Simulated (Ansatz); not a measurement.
# Thickness series of a Ti/LiH/Ti junction, part 4 of 7

How fast does the current through Ti/LiH/Ti fall with each added layer? Both electrodes are Ti hcp(0001); the barrier is LiH rock salt(111) (Li and Li faces). In the first transport cell, after relaxation, the nearest pair of electrode and barrier is Ti–Li at 3.16 Å, at a slant, at the lower face and Ti–Li at 3.17 Å, at a slant, at the upper one. All share a net of side 2.93 Å, which strains the lower electrode by +0.0 % and the barrier by +3.3 %, against typed lattice constants near PBE's. The first steps treat the bulk electrodes alone.

Ansatz 0.2.0; PBE DFT, plane waves, PAW files (the session's first sound run).

So far, transmission at the Fermi level (a spin, zone mean): step 4 (the open system: T(E)) 2.2e-4.

### 5. Conductance, atomic planes in the barrier 5, gap between the electrodes 10.04 Å

Level of this step: PBE DFT, plane waves, PAW files; ballistic transmission by layer matching between semi-infinite leads (Ansatz).

System of this step: Ti/LiH/Ti. The cell holds 27 atoms: 22 Ti, 3 Li and 2 H. Its edges and angles: a = 2.930 Å, b = 2.930 Å, c = 70.490 Å, α = 90.0°, β = 90.0°, γ = 120.0°. Regions: left electrode, 11 atoms (11 Ti); barrier, 5 atoms (3 Li and 2 H); right electrode, 11 atoms (11 Ti). Vacuum lies along c.

The conductance needs T(E) within ten thermal energies of the Fermi level, on steps under 1.5 kT, and a finer mesh (36×36), since the current can rest on few wavevectors.

input.yaml

```yaml
crystal:
  lattice:
    - [2.93, 0.0, 0.0]
    - [-1.465, 2.5374544331, 0.0]
    - [0.0, 0.0, 70.4900795089]
  atoms:
    - { symbol: Ti, position: [0.0, 0.0, 0.0993047539] }
    - { symbol: Ti, position: [0.33333333, 0.66666667, 0.1324079731] }
    - { symbol: Ti, position: [0.0, 0.0, 0.1655111924] }
    - { symbol: Ti, position: [0.33333333, 0.66666667, 0.1986144116] }
    - { symbol: Ti, position: [0.0, 0.0, 0.2317176308] }
    - { symbol: Ti, position: [0.33333333, 0.66666667, 0.26482085] }
    - { symbol: Ti, position: [0.0, 0.0, 0.2979240692] }
    - { symbol: Ti, position: [0.33333333, 0.66666667, 0.3310272884] }
    - { symbol: Ti, position: [0.0, 0.0, 0.3641305076] }
    - { symbol: Ti, position: [0.33333333, 0.66666667, 0.3972337269] }
    - { symbol: Ti, position: [0.0, 0.0, 0.4288391195] }
    - { symbol: Li, position: [0.33333333, 0.66666667, 0.4667320408] }
    - { symbol: H, position: [0.66666667, 0.33333333, 0.4834559366] }
    - { symbol: Li, position: [0.0, 0.0, 0.4999964329] }
    - { symbol: H, position: [0.33333333, 0.66666667, 0.5167988393] }
    - { symbol: Li, position: [0.66666667, 0.33333333, 0.5331066075] }
    - { symbol: Ti, position: [0.0, 0.0, 0.5712066376] }
    - { symbol: Ti, position: [0.33333333, 0.66666667, 0.6027662731] }
    - { symbol: Ti, position: [0.0, 0.0, 0.6358694924] }
    - { symbol: Ti, position: [0.33333333, 0.66666667, 0.6689727116] }
    - { symbol: Ti, position: [0.0, 0.0, 0.7020759308] }
    - { symbol: Ti, position: [0.33333333, 0.66666667, 0.73517915] }
    - { symbol: Ti, position: [0.0, 0.0, 0.7682823692] }
    - { symbol: Ti, position: [0.33333333, 0.66666667, 0.8013855884] }
    - { symbol: Ti, position: [0.0, 0.0, 0.8344888076] }
    - { symbol: Ti, position: [0.33333333, 0.66666667, 0.8675920269] }
    - { symbol: Ti, position: [0.0, 0.0, 0.9006952461] }
kpoints:
  mp_grid: { grid: [12, 12, 1] }
scf:
  occupations: { method: fermi_dirac, width: 0.1 }
  max_iter: 150
hamiltonian:
  xc: pbe
output:
  transmission:
    kmesh: [36, 36]
    e_range: [-0.26, 0.27]
    de: 0.0375
    leads: [[4, 6], [21, 23]]
```

On the command line:

```bash
ansatz run input.yaml --threads 4 --pin off --max-ram 10240MiB --backend cpu --events-out ev --progress --plain --runs-dir out
```

Numbers of over 12 decimals in the logs are rounded to 6 here.

The log of the run:

```text
[...]
Crystal: 27 atoms, lattice volume = 524.076 Å³
Basis set: ecut = 420 eV, 10123 PW (Γ)
Bands: 165, of which v1, the nominal top of the filled ones, is band 138 counted from 1 (137 counted from 0)
Symmetry: 6 space group operations
[...]
k-points: 19 of 144 (time reversal used)
[...]
SCF iter   1: F=—  HF=-55638.167632 eV  |F-HF|=—  |Δ(HF+E_count)|=         —  Δρ=1.24e-2  dr2=5.13e1  ethr=1.77e-3  ⟨swp⟩=10.5  Hψ=14767  notcnv=0
[...]
SCF iter   9: F=-55637.948124 eV  HF=-55637.948124 eV  |F-HF|=3.84e-8  |Δ(HF+E_count)|=   5.36e-8  Δρ=1.83e-6  dr2=5.74e-8  ethr=3.64e-11  ⟨swp⟩=13.0  Hψ=9954  notcnv=0
SCF 1 converged in 9 iterations: F = -55637.948124 eV  dr2 = 5.74e-8
[...]
transmission: 636 of 6350 steps passed
transmission: 1270 of 6350 steps passed
[...]
transmission: 6350 of 6350 steps passed
SCF converged after 9 iterations
Free energy (F): -55637.948124 eV
[...]
Internal energy: -55636.938456 eV  (E = F + TS)
E sigma→0 (E₀):  -55637.443290 eV
Entropy (-TS):   -1.009668 eV (-37.395 meV/atom)
Fermi energy:    9.267035 eV
[...]
--- Band table (eV; the first three rows and the last of 19) ---
  k-point 0: bands = [... 134 lower, 9.9286, 9.9286, 9.9290, 9.9353, 9.9353, 9.9362, 9.9362, 9.9710, ... 23 higher]
  k-point 1: bands = [... 134 lower, 9.7431, 9.7538, 9.7542, 9.7912, 9.7921, 9.8097, 9.8116, 9.8833, ... 23 higher]
  k-point 2: bands = [... 134 lower, 9.3487, 9.4068, 9.4124, 9.4837, 9.4849, 9.6472, 9.6479, 9.6967, ... 23 higher]
  k-point 18: bands = [... 134 lower, 8.5859, 9.0830, 9.0837, 9.1277, 9.1282, 9.1383, 9.1433, 9.2318, ... 23 higher]
--- Transmission ---
  basis      : 61 plane waves across, 50 finite elements along
  points     : 127, standing for a mesh of 36 x 36
  filling    : by the input's occupations and mesh, since the crystals that have channels conduct as metals do. If one of these is a semiconductor, that mesh has misplaced its level
[...]
filled         : 35.9 meV under the level at which it is neutral
    channels       : 6.666667e-1 a spin
    conductance    : 6.7976e14 S/m² at 300 K; may be off by some 0.2 % by where its bands' edges are placed, 5.0 % from the k-mesh, 4.2 % from the distance to neutral
    slowest decay  : 0.0262 /Å at (0.2222, 0.2222)
[...]
filled         : 36.0 meV under the level at which it is neutral
    channels       : 6.666667e-1 a spin
[...]
slowest decay  : 0.0263 /Å at (0.2222, 0.2222)
  junction   : crystal 0 to crystal 1, 19.14 to 49.96 Å
    transmission   : 7.838496e-3 a spin
    conductance    : 8.7970e12 S/m² at 300 K (9.7965e12 on every other point, 8.7194e12 on every other energy)
    error estimate : 0.9 % from the energy spacing and 3.7 % from band edges of the leads and from resonances (wavevectors taken as independent; lower de), 15.7 % from the k-mesh, 44.7 % from the steps of its leads' Hamiltonians or their offsets (lay more layers), 30.8 % from the distance to neutral
    resistance     : 1.1221e-1 Ω µm² beyond half of each lead's own
```

Run time: 3.2 min. Hardware: 4 threads of Arm Neoverse V2, shared host; peak memory 2.5 GiB; 11 min of CPU time.

This step gave:

- free energy: -55637.9481 eV
- Fermi energy: 9.267 eV
- transmission at the Fermi level (a spin, zone mean): 0.007838
- channels of the lower lead: 0.6667
- channels of the upper lead: 0.6667
- potential step in the lower lead: 13.8 meV
- ballistic conductance of the lower lead: 6.80e14 S/m²
- potential step in the upper lead: 13.8 meV
- ballistic conductance of the upper lead: 6.80e14 S/m²
- junction conductance: 8.80e12 S/m²
- error estimates by source, in the log's order: 0.9, 3.7, 15.7, 44.7, 30.8 %
- resistance-area product beyond the leads: 0.1122 Ω um²

One spin. Table of transmission, zone mean by energy, zero at the Fermi level:

```csv
energy (eV),"transmission, zone mean"
-0.260,0.00294
-0.223,0.00301
-0.185,0.00354
-0.147,0.00384
-0.110,0.00418
-0.072,0.00458
-0.035,0.00574
0.003,0.00784
0.040,0.0112
0.077,0.0161
0.115,0.0128
0.152,0.00918
0.190,0.00837
0.228,0.00585
0.265,0.00746
```

One spin. Open channels, zone mean, lower lead = upper lead against energy, zero at the Fermi level:

```csv
energy (eV),"open channels, zone mean, lower lead = upper lead"
-0.260,0.486
-0.223,0.514
-0.185,0.573
-0.147,0.605
-0.110,0.573
-0.072,0.596
-0.035,0.637
0.003,0.667
0.040,0.681
0.077,0.699
0.115,0.755
0.152,0.843
0.190,0.940
0.228,0.991
0.265,1.05
```

Transmission over k1 and k2. At 0.0025 eV from the Fermi level.

Ten even steps from '0' (0.000) to '9' (0.127), each cell a mean:
```
000000000000000000000000242001331000
000000000000000000000000344533753200
000000000000000000000000253054500450
000000000000000000000000013573009631
000000000000000000000000000014809300
000000000000000000000000000001630720
000000000000000000000000000000153361
000000000000000000000000000000001110
000000000000000000000000000000000000
000000000000000000000000000000000000
000000000000000000000000000000000000
000000000000000000000000000000000000
000000000000000000000000000000000000
000000000000000000000000000000000000
014333000000000000000000000000000000
015515400000000000000000000000000000
001560910000000000000000000000000000
012490154310000000000000000000000000
016640114355000000000000000000000000
002323967433300000000000000000000000
000035410235300000000000000000000000
000000000001000000000000000000000000
```
Columns: k1 (b1) from -0.5 to 0.472; rows upwards: k2 (b2) from -0.5 to 0.472.

G = 8.8e12 S/m² (1/G = 0.114 Ω µm²). The largest error estimate is 45 %, from the leads' potential steps. In the worse lead the potential repeats within 14 meV, which the program lets pass, though it still puts 45 % of error on the junction's conductance through them. By hand, Landauer's formula with T at one energy: G = (e²/h) ΣT / A = 3.874e-5 S × 0.0157 / 7.435 Å² = 8.2e12 S/m², with T summed over both spins. The printed value averages T over the Fermi window and is 1.1 times this.

### 6. Conductance on a fine mesh, atomic planes in the barrier 7, gap between the electrodes 12.35 Å

System of this step: Ti/LiH/Ti. The cell holds 29 atoms: 22 Ti, 4 Li and 3 H. Cell: a = 2.930 Å, b = 2.930 Å, c = 72.801 Å, α = 90.0°, β = 90.0°, γ = 120.0°. Regions: left electrode, 11 atoms (11 Ti); barrier, 7 atoms (4 Li and 3 H); right electrode, 11 atoms (11 Ti). Vacuum lies along c.

Barrier layers are added or taken out in the middle, and the relaxed faces stay.

input.yaml

```yaml
crystal:
  lattice:
    - [2.93, 0.0, 0.0]
    - [-1.465, 2.5374544331, 0.0]
    - [0.0, 0.0, 72.800624618]
  atoms:
    - { symbol: Ti, position: [0.0, 0.0, 0.0961530212] }
    - { symbol: Ti, position: [0.33333333, 0.66666667, 0.1282056109] }
    - { symbol: Ti, position: [0.0, 0.0, 0.1602582007] }
    - { symbol: Ti, position: [0.33333333, 0.66666667, 0.1923107904] }
    - { symbol: Ti, position: [0.0, 0.0, 0.2243633802] }
    - { symbol: Ti, position: [0.33333333, 0.66666667, 0.2564159699] }
    - { symbol: Ti, position: [0.0, 0.0, 0.2884685597] }
    - { symbol: Ti, position: [0.33333333, 0.66666667, 0.3205211494] }
    - { symbol: Ti, position: [0.0, 0.0, 0.3525737392] }
    - { symbol: Ti, position: [0.33333333, 0.66666667, 0.3846263289] }
    - { symbol: Ti, position: [0.0, 0.0, 0.4152286301] }
    - { symbol: Li, position: [0.33333333, 0.66666667, 0.4519189065] }
    - { symbol: H, position: [0.66666667, 0.33333333, 0.4681120195] }
    - { symbol: Li, position: [0.0, 0.0, 0.4841275538] }
    - { symbol: H, position: [0.33333333, 0.66666667, 0.5001129515] }
    - { symbol: Li, position: [0.66666667, 0.33333333, 0.5157239311] }
    - { symbol: H, position: [0.0, 0.0, 0.5321346704] }
    - { symbol: Li, position: [0.33333333, 0.66666667, 0.5479248628] }
    - { symbol: Ti, position: [0.66666667, 0.33333333, 0.5848156747] }
    - { symbol: Ti, position: [0.0, 0.0, 0.6153736711] }
    - { symbol: Ti, position: [0.66666667, 0.33333333, 0.6474262608] }
    - { symbol: Ti, position: [0.0, 0.0, 0.6794788506] }
    - { symbol: Ti, position: [0.66666667, 0.33333333, 0.7115314403] }
    - { symbol: Ti, position: [0.0, 0.0, 0.7435840301] }
    - { symbol: Ti, position: [0.66666667, 0.33333333, 0.7756366198] }
    - { symbol: Ti, position: [0.0, 0.0, 0.8076892096] }
    - { symbol: Ti, position: [0.66666667, 0.33333333, 0.8397417993] }
    - { symbol: Ti, position: [0.0, 0.0, 0.8717943891] }
    - { symbol: Ti, position: [0.66666667, 0.33333333, 0.9038469788] }
kpoints:
  mp_grid: { grid: [12, 12, 1] }
scf:
  occupations: { method: fermi_dirac, width: 0.1 }
  max_iter: 150
hamiltonian:
  xc: pbe
output:
  transmission:
    kmesh: [36, 36]
    e_range: [-0.26, 0.27]
    de: 0.0375
    leads: [[4, 6], [23, 25]]
```

The log of the run:

```text
[...]
Crystal: 29 atoms, lattice volume = 541.254 Å³
Basis set: ecut = 420 eV, 10491 PW (Γ)
Bands: 169, of which v1, the nominal top of the filled ones, is band 140 counted from 1 (139 counted from 0)
Symmetry: 6 space group operations
[...]
k-points: 19 of 144 (time reversal used)
[...]
SCF iter   1: F=—  HF=-55859.556127 eV  |F-HF|=—  |Δ(HF+E_count)|=         —  Δρ=1.23e-2  dr2=5.54e1  ethr=1.77e-3  ⟨swp⟩=11.7  Hψ=16052  notcnv=0
[...]
SCF iter   9: F=-55859.324745 eV  HF=-55859.324745 eV  |F-HF|=5.83e-8  |Δ(HF+E_count)|=   1.14e-7  Δρ=2.33e-6  dr2=8.75e-8  ethr=3.58e-11  ⟨swp⟩=21.3  Hψ=12408  notcnv=0
SCF 1 converged in 9 iterations: F = -55859.324745 eV  dr2 = 8.75e-8
[...]
transmission: 680 of 6731 steps passed
transmission: 1353 of 6731 steps passed
[...]
transmission: 6731 of 6731 steps passed
SCF converged after 9 iterations
Free energy (F): -55859.324745 eV
[...]
Internal energy: -55858.314506 eV  (E = F + TS)
E sigma→0 (E₀):  -55858.819625 eV
Entropy (-TS):   -1.010239 eV (-34.836 meV/atom)
Fermi energy:    9.064056 eV
[...]
--- Band table (eV; the first three rows and the last of 19) ---
  k-point 0: bands = [... 136 lower, 9.7257, 9.7257, 9.7258, 9.7323, 9.7323, 9.7332, 9.7332, 9.7680, ... 25 higher]
  k-point 1: bands = [... 136 lower, 9.5402, 9.5508, 9.5513, 9.5882, 9.5892, 9.6068, 9.6085, 9.6804, ... 25 higher]
  k-point 2: bands = [... 136 lower, 9.1458, 9.2046, 9.2084, 9.2809, 9.2818, 9.4443, 9.4448, 9.4939, ... 25 higher]
  k-point 18: bands = [... 136 lower, 8.3829, 8.8800, 8.8807, 8.9248, 8.9252, 8.9354, 8.9404, 9.0289, ... 25 higher]
--- Transmission ---
  basis      : 61 plane waves across, 53 finite elements along
  points     : 127, standing for a mesh of 36 x 36
[...]
filled         : 36.0 meV under the level at which it is neutral
    channels       : 6.666667e-1 a spin
[...]
slowest decay  : 0.0263 /Å at (0.2222, 0.2222)
[...]
filled         : 36.0 meV under the level at which it is neutral
    channels       : 6.666667e-1 a spin
[...]
slowest decay  : 0.0263 /Å at (0.2222, 0.2222)
  junction   : crystal 0 to crystal 1, 19.14 to 52.27 Å
    transmission   : 1.039304e-3 a spin
[...]
resistance     : 7.7566e-1 Ω µm² beyond half of each lead's own
```

It took 3.7 min on 4 threads; peak memory 2.6 GiB.

This step gave:

```yaml
free_energy: -55859.3247 eV
fermi_energy: 9.064 eV
transmission_at_the_fermi_level_a_spin_zone_mean: 0.001039
junction_conductance: 1.29e12 S/m²
error_estimates_by_source_in_the_log_s_order: 0.1, 17.6, 18.8, 43, 51.9 %
resistance_area_product_beyond_the_leads: 0.7757 Ω um²
```

One spin. Transmission, zone mean against energy, zero at the Fermi level:

```
energy (eV)  transmission, zone mean
     -0.260                   3.3e-4
     -0.223                   3.2e-4
     -0.185                   4.0e-4
     -0.147                   4.1e-4
     -0.110                   4.5e-4
     -0.072                   5.3e-4
     -0.035                   7.1e-4
      0.003                  0.00104
      0.040                  0.00154
      0.077                  0.00318
      0.115                  0.00291
      0.152                  0.00219
      0.190                  0.00180
      0.228                  0.00147
      0.265                  0.00183
```

One spin. Open channels, zone mean, lower lead = upper lead against energy, zero at the Fermi level:

```
energy (eV)  open channels, zone mean, lower lead = upper lead
     -0.260                                              0.486
     -0.223                                              0.514
     -0.185                                              0.573
     -0.147                                              0.605
     -0.110                                              0.573
     -0.072                                              0.596
     -0.035                                              0.637
      0.003                                              0.667
      0.040                                              0.681
      0.077                                              0.699
      0.115                                              0.755
      0.152                                              0.843
      0.190                                              0.940
      0.228                                              0.991
      0.265                                               1.05
```

Transmission over k1 and k2. At 0.0025 eV from the Fermi level.

Ten even steps from '0' (0.00 × 1e-2) to '9' (1.72 × 1e-2), each cell a mean:
```
000000000000000000000000362000353000
000000000000000000000000775310575510
000000000000000000000000494020200690
000000000000000000000000023320002432
000000000000000000000000000000302100
000000000000000000000000000000540620
000000000001000000000000000000286692
000000000000000000000000000000002220
000000000000000000000000000000000000
000000000000000000000000000000000000
000000000001000000000000000000000000
000000000000000000000000000000000000
000000000000000000000000000000000000
000000000000000000000000000000000000
018664000000000000000000000000000000
016627400000000000000000000000000000
000320500000000000000000000000000000
011110001111000000000000000000000000
019620001268100000000000000000000000
004633502236700000000000000000000000
000158400148600000000000000000000000
000000100001000000000000000000000000
```
Columns: k1 (b1) from -0.5 to 0.472; rows upwards: k2 (b2) from -0.5 to 0.472.

G = 1.3e12 S/m² (1/G = 0.777 Ω µm²), 0.15 times the step before of this kind. The largest error estimate is 52 %, from the leads' distance from neutrality. In the worse lead the potential repeats within 14 meV, which the program lets pass, though it still puts 43 % of error on the junction's conductance through them.

[end of part 4 of 7]

[Logs are printed without paths, hosts, clocks, repeated set-up lines and the standing remarks that a program may print on its own settings, such as how far it seeks lower states.]

[Hosts, paths, dates, database ids (printed as entryN), source tags and the programs' standing remarks are cut or masked in the printed files.]
